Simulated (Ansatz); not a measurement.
# Graphene bilayer (AA') in a perpendicular field

Wanted: the out-of-plane response of the graphene bilayer (AA'). A positive field points along +c.

Method: plane-wave DFT, PBE-D3(BJ), Ansatz PAW, in the first sound run; inputs show where later runs differ, in Ansatz 0.2.0.

## 1. Starting point

The cell holds 4 atoms: 4 C. Cell: a = 2.467 Å, b = 2.467 Å, c = 21.350 Å, α = 90.0°, β = 90.0°, γ = 120.0°. Regions: layer 1: graphene, 2 atoms (2 C); layer 2: graphene, 2 atoms (2 C). Vacuum lies along c.

## 2. Relaxation

The starting cell is a guess, so the in-plane lattice and the atoms are relaxed first, with the slab cut off from its images along the normal. The program lengthens the vector along the normal by itself, so c and the volume that it reports differ from the typed ones.

input.yaml

```yaml
crystal:
  lattice:
    - [2.467, 0.0, 0.0]
    - [-1.2335, 2.1364846711, 0.0]
    - [0.0, 0.0, 21.35]
  atoms:
    - { symbol: C, position: [0.6666666667, 0.3333333333, 0.4215456674] }
    - { symbol: C, position: [0.3333333333, 0.6666666667, 0.4215456674] }
    - { symbol: C, position: [0.3333333333, 0.6666666667, 0.5784543326] }
    - { symbol: C, position: [0.6666666667, 0.3333333333, 0.5784543326] }
  periodic: [true, true, false]
kpoints:
  mp_grid: { grid: [18, 18, 1] }
hamiltonian:
  xc: pbe
  dispersion: d3bj
scf:
  occupations: { method: fermi_dirac, width: 0.05 }
  convergence: { dr2_threshold: 1.0e-09 }
relax:
  f_tol: 0.004
  max_steps: 90
  cell: {}
output:
  write_potential: true
  write_density: true
  volumetric_format: npy
```

On the command line:

```bash
> ansatz run input.yaml --threads 2 --pin off --max-ram 3072MiB --backend cpu --events-out ev --progress --plain --runs-dir out
```

Numbers of over 12 decimals in the logs are rounded to 6 here.

What it wrote:

```text
Warning: crystal.periodic: the lattice vector that does not repeat stood 0.000° off the slab's normal, 21.350 Å along it as the deck builds it. The run solves the slab on a vector along the normal, 30.500 Å long, with every atom where it was (on the deck's vector they left 18.00 Å outside them, and the widest stretch free of ions among them is 3.35 Å). A fractional position that the run reports is one of the run's ce [...]
Warning: relax.cell: scf.convergence.dr2_threshold = 1e-9 eV is looser than the 2.24438552865e-10 eV advised for a relaxation that steers and ends on the stress (1e-10 eV for each atom of the cell: 4, times the square of relax.cell.stress_2d_tol = 0.05 N/m over 13.4 Å (the atoms' height at the walk's start and 5 Å past either face), 3.745e-2 GPa, over a crystal's default 0.05). What an SCF threshold leaves in a stress goes as its square root, and in the free energy as the threshold itself, and one threshold admits the most on a small cell: [figures from the program's tests cut] Set scf.convergence.dr2_threshold to 2.24438552865e-10 eV or tighter. [rest of the remark cut]
crystal.periodic: the lattice vector that does not repeat stood 0.000° off the slab's normal, 21.350 Å along it as the deck builds it. The run solves the slab on a vector along the normal, 30.500 Å long, with every atom where it was (on the deck's vector they left 18.00 Å outside them, and the widest stretch free of ions among them is 3.35 Å). A fractional position that the run reports is one of the run's cell, which [...]
Engine: ansatz 0.2.0, aarch64-unknown-linux-gnu
Pseudopotentials: kind: paw
Pseudopotential: C, paw, valence charge 4, recommended cutoff 420 eV (normal), C.paw.azcp
Functional definition: PBE
  parameter kappa = 0.804
  parameter beta = 0.066725
  exchange = pbe_x(kappa = kappa, mu = beta*pi^2/3)
  correlation = pbe_c(beta = beta)
Crystal: 4 atoms, lattice volume = 160.757 Å³
Basis set: ecut = 420 eV, 3035 PW (Γ), exchange–correlation on 36×36×432 points (8 copies of the dense FFT grid, shifted against one another)
Bands: 12, of which v1, the nominal top of the filled ones, is band 8 counted from 1 (7 counted from 0)
Symmetry: 24 space group operations
Space group: P6/mmm (ITA 191), of the structure as read, at distance tolerance 5.4e-5 Å
k-points: 37 of 324
Non-local potential: C, projectors of the file, l = 0: 2, l = 1: 2, l = 2: 1
PAW form: soft (Blöchl's): semilocal exchange-correlation on the pseudo side does not see the compensation charge
PAW one-centre angular grid: C, 110 points (default); XC on 64 Gauss nodes
Initial density: superposition of atomic densities (neutral atoms: chi_scale 0, normalization atom), corrected by the library's trained network
Initial wavefunctions: pseudopotential atomic-orbital guess
Functional: x = pbe(κ = 0.804, μ = 0.219515), c = pbe(β = 0.066725)
SCF iter   1: F=—  HF=-1004.196161 eV  |F-HF|=—  |Δ(HF+E_count)|=         —  Δρ=1.66e-3  dr2=5.22e-3  ethr=1.77e-3  ⟨swp⟩=10.0  Hψ=4079  notcnv=0
preconditioner: auto → Resta (q_TF=auto, 1.857 Å⁻¹)  ε∞=1.6  [insulator: Δε(μ)=0.679 eV  Ē_g=14.907 eV  σ=0.050 eV  W_gap=1.00  n_scr=18 (ndim 8)  ℏωp=11.7 eV  f_vac=0.757  D(μ)=0.00/eV (n_scr^D=0)  ε∞_Penn≈1.6  vacuum switching on, ρ_ref=1.6e-2 e/Å³]
SCF iter   2: F=—  HF=-1004.196002 eV  |F-HF|=—  |Δ(HF+E_count)|=   1.59e-4  Δρ=8.34e-4  dr2=1.08e-3  ethr=3.26e-5  ⟨swp⟩=3.3  Hψ=1342  notcnv=0
SCF iter   3: F=—  HF=-1004.196082 eV  |F-HF|=—  |Δ(HF+E_count)|=   8.04e-5  Δρ=1.82e-4  dr2=7.50e-5  ethr=6.75e-6  ⟨swp⟩=3.0  Hψ=999  notcnv=0
SCF iter   4: F=—  HF=-1004.196089 eV  |F-HF|=—  |Δ(HF+E_count)|=   6.42e-6  Δρ=7.74e-5  dr2=5.96e-6  ethr=4.69e-7  ⟨swp⟩=3.3  Hψ=955  notcnv=0
SCF iter   5: F=—  HF=-1004.196106 eV  |F-HF|=—  |Δ(HF+E_count)|=   1.76e-5  Δρ=2.82e-5  dr2=1.26e-6  ethr=3.72e-8  ⟨swp⟩=2.8  Hψ=975  notcnv=0
SCF iter   6: F=—  HF=-1004.196123 eV  |F-HF|=—  |Δ(HF+E_count)|=   1.73e-5  Δρ=8.56e-6  dr2=8.73e-8  ethr=7.87e-9  ⟨swp⟩=3.0  Hψ=909  notcnv=0
SCF iter   7: F=—  HF=-1004.196123 eV  |F-HF|=—  |Δ(HF+E_count)|=   1.82e-8  Δρ=1.46e-6  dr2=3.69e-9  ethr=5.45e-10  ⟨swp⟩=2.8  Hψ=853  notcnv=0
SCF iter   8: F=-1004.196123 eV  HF=-1004.196123 eV  |F-HF|=4.82e-11  |Δ(HF+E_count)|=   1.27e-9  Δρ=1.37e-7  dr2=6.12e-11  ethr=6.25e-12  ⟨swp⟩=10.6  Hψ=3128  notcnv=0
SCF 1 converged in 8 iterations: F = -1004.196123 eV  dr2 = 6.12e-11
  greatest PAW one-centre occupation: 0.672 electrons in one spin orbital (limit 2), on the C atom at site 3 (counted from 0), in its partial waves of l = 0
relax step   1: F+E_penalty+E_count = -1004.19612342 eV  Δ(F+E_penalty+E_count) = +0.000e0 eV  max|allowed force component| = 5.267e-2 eV/Å  Δτ_max = 0.0000 Å  P = -0.789 N/m  Ω = 160.757 Å³  fix = [c, alpha, beta]  reactions: c -0.000 N/m  (8 SCF iters, accepted)
Crystal: 4 atoms, lattice volume = 160.560 Å³
Initial density: handed on by an earlier stage of this run
Initial wavefunctions: those handed on with the density
SCF iter   1: F=—  HF=-1004.646244 eV  |F-HF|=—  |Δ(HF+E_count)|=         —  Δρ=3.29e-2  dr2=1.48e0  ethr=3.10e-3  ⟨swp⟩=12.1  Hψ=3912  notcnv=0
preconditioner: auto → LDOS  [insulator: Δε(μ)=0.309 eV  Ē_g=14.912 eV  σ=0.050 eV  W_gap=0.91  n_scr=18 (ndim 8)  ℏωp=11.7 eV  f_vac=0.744  D(μ)=0.04/eV (n_scr^D=2)  ε∞_Penn≈1.6  β→1.0]
SCF iter   2: F=—  HF=-1005.219280 eV  |F-HF|=—  |Δ(HF+E_count)|=   5.73e-1  Δρ=2.27e-2  dr2=3.53e0  ethr=3.10e-3  ⟨swp⟩=6.4  Hψ=1912  notcnv=0  defer=3  recentre
preconditioner: auto → Resta (q_TF=auto, 1.858 Å⁻¹)  ε∞=1.6  [insulator: Δε(μ)=0.458 eV  Ē_g=15.118 eV  σ=0.050 eV  W_gap=0.98  n_scr=18 (ndim 8)  ℏωp=11.7 eV  f_vac=0.746  D(μ)=0.01/eV (n_scr^D=0)  ε∞_Penn≈1.6  vacuum switching on, ρ_ref=1.7e-2 e/Å³  β→0.5]
SCF iter   3: F=—  HF=-1004.215887 eV  |F-HF|=—  |Δ(HF+E_count)|=    1.00e0  Δρ=9.19e-3  dr2=5.74e-2  ethr=3.10e-3  ⟨swp⟩=5.3  Hψ=1827  notcnv=0  defer=2
SCF iter   4: F=—  HF=-1004.204492 eV  |F-HF|=—  |Δ(HF+E_count)|=   1.14e-2  Δρ=6.25e-4  dr2=5.94e-4  ethr=3.59e-4  ⟨swp⟩=4.2  Hψ=1162  notcnv=0  defer=1
SCF iter   5: F=—  HF=-1004.204477 eV  |F-HF|=—  |Δ(HF+E_count)|=   1.51e-5  Δρ=2.71e-4  dr2=7.71e-5  ethr=3.71e-6  ⟨swp⟩=3.0  Hψ=955  notcnv=0
SCF iter   6: F=—  HF=-1004.204534 eV  |F-HF|=—  |Δ(HF+E_count)|=   5.69e-5  Δρ=3.34e-5  dr2=1.41e-6  ethr=4.82e-7  ⟨swp⟩=2.5  Hψ=846  notcnv=0
SCF iter   7: F=—  HF=-1004.204550 eV  |F-HF|=—  |Δ(HF+E_count)|=   1.54e-5  Δρ=6.82e-6  dr2=5.27e-8  ethr=8.84e-9  ⟨swp⟩=3.2  Hψ=984  notcnv=0
SCF iter   8: F=—  HF=-1004.204550 eV  |F-HF|=—  |Δ(HF+E_count)|=   1.66e-8  Δρ=1.25e-6  dr2=1.53e-9  ethr=3.30e-10  ⟨swp⟩=2.9  Hψ=860  notcnv=0
[...]
Crystal: 4 atoms, lattice volume = 160.264 Å³
iter 1 solved again at ethr=8.61e-4 eV; its pass at ethr=3.10e-3 eV (dr2=1.38e-1 eV) is discarded
SCF iter   1: F=—  HF=-1004.247168 eV  |F-HF|=—  |Δ(HF+E_count)|=         —  Δρ=1.01e-2  dr2=1.37e-1  ethr=8.61e-4  ⟨swp⟩=2.0  Hψ=4101  notcnv=0
preconditioner: auto → Resta (q_TF=auto, 1.858 Å⁻¹)  ε∞=1.6  [insulator: Δε(μ)=0.424 eV  Ē_g=14.908 eV  σ=0.050 eV  W_gap=0.97  n_scr=18 (ndim 8)  ℏωp=11.7 eV  f_vac=0.753  D(μ)=0.01/eV (n_scr^D=0)  ε∞_Penn≈1.6  vacuum switching on, ρ_ref=1.6e-2 e/Å³]
SCF iter   2: F=—  HF=-1004.209480 eV  |F-HF|=—  |Δ(HF+E_count)|=   3.77e-2  Δρ=3.60e-3  dr2=1.28e-2  ethr=8.57e-4  ⟨swp⟩=3.2  Hψ=943  notcnv=0  defer=1
SCF iter   3: F=—  HF=-1004.207092 eV  |F-HF|=—  |Δ(HF+E_count)|=   2.39e-3  Δρ=1.75e-3  dr2=1.99e-3  ethr=7.98e-5  ⟨swp⟩=2.7  Hψ=835  notcnv=0
SCF iter   4: F=—  HF=-1004.206839 eV  |F-HF|=—  |Δ(HF+E_count)|=   2.53e-4  Δρ=1.22e-4  dr2=1.47e-5  ethr=1.24e-5  ⟨swp⟩=2.6  Hψ=780  notcnv=0
SCF iter   5: F=—  HF=-1004.206854 eV  |F-HF|=—  |Δ(HF+E_count)|=   1.49e-5  Δρ=3.30e-5  dr2=5.00e-6  ethr=9.18e-8  ⟨swp⟩=3.3  Hψ=959  notcnv=0
SCF iter   6: F=—  HF=-1004.206852 eV  |F-HF|=—  |Δ(HF+E_count)|=   1.22e-6  Δρ=1.20e-5  dr2=6.37e-7  ethr=3.13e-8  ⟨swp⟩=2.4  Hψ=613  notcnv=0
SCF iter   7: F=—  HF=-1004.206867 eV  |F-HF|=—  |Δ(HF+E_count)|=   1.44e-5  Δρ=1.56e-6  dr2=9.30e-9  ethr=3.98e-9  ⟨swp⟩=2.9  Hψ=828  notcnv=0
SCF iter   8: F=-1004.206867 eV  HF=-1004.206867 eV  |F-HF|=3.59e-10  |Δ(HF+E_count)|=   1.01e-9  Δρ=3.12e-7  dr2=4.45e-10  ethr=6.25e-12  ⟨swp⟩=10.9  Hψ=3204  notcnv=0
SCF 3 converged in 8 iterations: F = -1004.206867 eV  dr2 = 4.45e-10
  greatest PAW one-centre occupation: 0.673 electrons in one spin orbital (limit 2), on the C atom at site 3 (counted from 0), in its partial waves of l = 0
relax step   3: F+E_penalty+E_count = -1004.20686686 eV  Δ(F+E_penalty+E_count) = -2.317e-3 eV  max|allowed force component| = 4.789e-3 eV/Å  Δτ_max = 0.0570 Å  P = +0.738 N/m  Ω = 160.264 Å³  energy of the carried Pulay correction = +3.483e-4 eV  fix = [c, alpha, beta]  reactions: c +0.000 N/m  (8 SCF iters, accepted)
[...]
relax step   4: F+E_penalty+E_count = -1004.20705207 eV  Δ(F+E_penalty+E_count) = -1.852e-4 eV  max|allowed force component| = 1.420e-3 eV/Å  Δτ_max = 0.0137 Å  P = +0.004 N/m  Ω = 160.528 Å³  energy of the carried Pulay correction = +1.618e-4 eV  fix = [c, alpha, beta]  reactions: c +0.000 N/m  (7 SCF iters, accepted)
[...]
relax step   5: F+E_penalty+E_count = -1004.20707310 eV  Δ(F+E_penalty+E_count) = -2.103e-5 eV  max|allowed force component| = 3.730e-4 eV/Å  Δτ_max = 0.0069 Å  P = +0.022 N/m  Ω = 160.518 Å³  energy of the carried Pulay correction = +1.684e-4 eV  fix = [c, alpha, beta]  reactions: c +0.000 N/m  (7 SCF iters, accepted)
Initial wavefunctions: pseudopotential atomic-orbital guess (no wavefunctions were taken with the density)
iter 1 solved again at ethr=2.98e-7 eV; its pass at ethr=3.10e-3 eV (dr2=4.77e-5 eV) is discarded
SCF iter   1: F=—  HF=-1004.206855 eV  |F-HF|=—  |Δ(HF+E_count)|=         —  Δρ=4.57e-6  dr2=5.21e-9  ethr=2.98e-7  ⟨swp⟩=5.4  Hψ=6069  notcnv=0
eigensolver tolerance schedule: the retry pair's looser diagonalisation over-reported the residual by 9153.45 of it (diagonalisation noise at 7.36 of the residual, at the tolerance the schedule requests for it); recorded, not acted on — ethr = c·dr2/N_el stays at c = 1.0e-1
preconditioner: auto → Resta (q_TF=auto, 1.858 Å⁻¹)  ε∞=1.6  [insulator: Δε(μ)=0.450 eV  Ē_g=14.846 eV  σ=0.050 eV  W_gap=0.98  n_scr=18 (ndim 8)  ℏωp=11.7 eV  f_vac=0.752  D(μ)=0.01/eV (n_scr^D=0)  ε∞_Penn≈1.6  vacuum switching on, ρ_ref=1.6e-2 e/Å³]
SCF iter   2: F=—  HF=-1004.206895 eV  |F-HF|=—  |Δ(HF+E_count)|=   4.00e-5  Δρ=2.34e-6  dr2=1.50e-9  ethr=3.26e-11  ⟨swp⟩=4.9  Hψ=1391  notcnv=0
SCF iter   3: F=-1004.206895 eV  HF=-1004.206895 eV  |F-HF|=4.43e-10  |Δ(HF+E_count)|=   3.34e-9  Δρ=8.30e-7  dr2=2.18e-10  ethr=6.25e-12  ⟨swp⟩=15.4  Hψ=3847  notcnv=0
SCF 6 converged in 3 iterations: F = -1004.206895 eV  dr2 = 2.18e-10
relax step   6: F+E_penalty+E_count = -1004.20689529 eV  Δ(F+E_penalty+E_count) = +1.778e-4 eV  max|allowed force component| = 3.687e-4 eV/Å  Δτ_max = 0.0000 Å  P = +0.017 N/m  Ω = 160.518 Å³  fix = [c, alpha, beta]  reactions: c +0.000 N/m  stress off target by 1.67e-2 N/m on what of the cell is left free  SCF on the basis re-selected at this cell (its energy is not comparable with the rows above)  (3 SCF iters)
basis re-selected at this cell: Δ(F+E_penalty+E_count) = +1.778e-4 eV, ΔP = -0.005 N/m vs the last step (what re-selecting the basis moved, of the pressure what is left beyond the Pulay correction that the steps carried, after the strain that the cell walked since its last selection, with what the two solves' SCF thresholds leave and, on support functions, any second-order correction that the steps lacked; it is no m [...]
WARN: The output density's exchange-correlation potential varies sharply where the density is thin. Do not read a vacuum level from v_tot or v_xc, or from such a field of the output density. On a cell that repeats whose density bears no net charge and no dipole along the vacuum's axis use v_es (v_loc + v_h of the components); under efield.dipole_correction with no amplitude use v_es + v_field, which holds any externa [...]
SCF converged after 3 iterations
Free energy (F): -1004.206895 eV
Harris-Foulkes:  -1004.206895 eV  (|F-HF|=4.43e-10)
Internal energy: -1004.206746 eV  (E = F + TS)
E sigma→0 (E₀):  -1004.206821 eV
Entropy (-TS):   -0.000149 eV (-0.037 meV/atom)
Fermi energy:    -4.261064 eV
--- Per-component energies (eV) ---
  E_band       = -214.567022
  E_kinetic    = 363.539402
  E_local      = -24869.298619  (includes V_loc(G=0)·N_el)
  E_nonlocal   = 109.194725
  E_hartree    = 12223.421000
  E_xc         = -191.945598
  E_vxc        = -237.628360  (∫ρ·V_xc dr)
  E_paw        = -397.377044  (= ΣΔE_a)
  E_vpaw       = -27.215616  (= ΣTr[D̂ρ^β])
  E_aug_tail   = 0.000030  (compensation charges beyond the density's cutoff)
  E_ewald      = 11758.716681
  E_disp       = -0.457325  (pairwise vdW)
  E_smearing   = -0.000149  (= −TS)
  E_closure    = -0.000000  (closes the sum)
  Σ components = -1004.206895   (vs F -1004.206895, Δ=0.00e0)
--- Forces (eV/Å), atoms counted from 1 ---
  atom   1  C      0.00000000     0.00000000    -0.00036865
  atom   2  C      0.00000000    -0.00000000    -0.00036865
  atom   3  C     -0.00000000    -0.00000000     0.00036865
  atom   4  C      0.00000000     0.00000000     0.00036865
  max |Σ_I F_I| component: 1.48e-16 eV/Å
--- 2D stress c σ (N/m, compression-positive) ---
        0.016671       0.000000      -0.000000
        0.000000       0.016671       0.000000
       -0.000000       0.000000       0.000000
  P = ½ c Tr σ = 0.0167 N/m
--- Band table (eV; the first three rows and the last of 37) ---
  k-point 0: bands = [... 4 lower, -7.3066, -7.3066, -7.2977, -7.2977, -0.8891, -0.5046, 0.4485, 0.6267]
  k-point 1: bands = [... 4 lower, -7.6053, -7.5951, -7.4633, -7.4542, -0.7911, -0.4051, 0.5487, 0.7277]
  k-point 2: bands = [... 4 lower, -8.4262, -8.4119, -7.8803, -7.8703, -0.4973, -0.1066, 0.8495, 1.0306]
  k-point 36: bands = [... 4 lower, -14.8512, -14.8131, -4.4861, -4.4861, -4.0360, -4.0360, 5.5682, 7.1759]
  the weakly bound empty levels are not read free of the cell's end (no_gap_told)
--- Relaxed structure (5 steps of the walk, 5 accepted, 1 SCFs on fresh bases) ---
  F+E_penalty+E_count = -1004.20689529 eV   max|allowed force component| = 3.687e-4 eV/Å   (the final SCF, on the basis selected at the relaxed cell)
  cell:  # Å, volume = 160.5185 Å³
    - [2.465172, 0, 0]
    - [-1.232586, 2.134902, 0]
    - [0, 0, 30.500000]
  atoms:
    - { symbol: C, position: [0.666667, 0.333333, 0.291234] }
    - { symbol: C, position: [0.333333, 0.666667, 0.291234] }
    - { symbol: C, position: [0.333333, 0.666667, 0.408766] }
    - { symbol: C, position: [0.666667, 0.333333, 0.408766] }
```

Run time: 59 s. Hardware: 2 threads of Arm Neoverse N1, shared host; peak memory 0.42 GiB; 53 s of CPU time.

Relaxation path:

```
step  energy less that of the first step (eV)  largest force component (eV/Å)  volume (Å³)
   1                                   0.0000                          0.0527       160.76
   2                                  -0.0084                          0.0147       160.56
   3                                  -0.0107                          0.0048       160.26
   4                                  -0.0109                          0.0014       160.53
   5                                  -0.0110                          0.0004       160.52
  6*                                  -0.0108                          0.0004       160.52
```

Relaxation steps marked * repeat the geometry before them on a plane-wave basis chosen anew for their cell, so energy and pressure can jump there.

The run keeps the 24 symmetry operations that it works with, so distortions that break them were not tested.

```
cell as run  before  after  change
      a (Å)   2.467  2.465  -0.1 %
      b (Å)   2.467  2.465  -0.1 %
```

The atoms that moved most (Å, along periodic axes as changes of fractional coordinates times the final cell, across vacuum about the mean position):

```
atom     dx     dy      dz  length
  C1  0.000  0.000  -0.117   0.117
  C2  0.000  0.000  -0.117   0.117
  C3  0.000  0.000   0.117   0.117
  C4  0.000  0.000   0.117   0.117
```

The relaxed structure:

```xyz
4
Lattice="2.4652 0.0000 0.0000 -1.2326 2.1349 0.0000 0.0000 0.0000 30.5000" Properties=species:S:1:pos:R:3
C     1.2326    0.7116    8.8826
C     0.0000    1.4233    8.8826
C     0.0000    1.4233   12.4674
C     1.2326    0.7116   12.4674
```

Numbers from this step:

| Quantity | Value |
| --- | --- |
| energy at zero smearing | -1004.2068 eV |

The lattice constant a goes from 2.467 to 2.465 Å.

(Continued in part 2 of 4.)

[Logs are printed without paths, hosts, clocks, repeated set-up lines and the standing remarks that a program may print on its own settings, such as how far it seeks lower states.]

[Hosts, paths, dates, database ids (printed as entryN), source tags and the programs' standing remarks are cut or masked in the printed files.]

[Maps of the electrostatic potential energy from Ansatz leave out the sawtooth potential of an applied field or a dipole correction, so their vacuum need not be flat; planar profiles and work functions include it.]
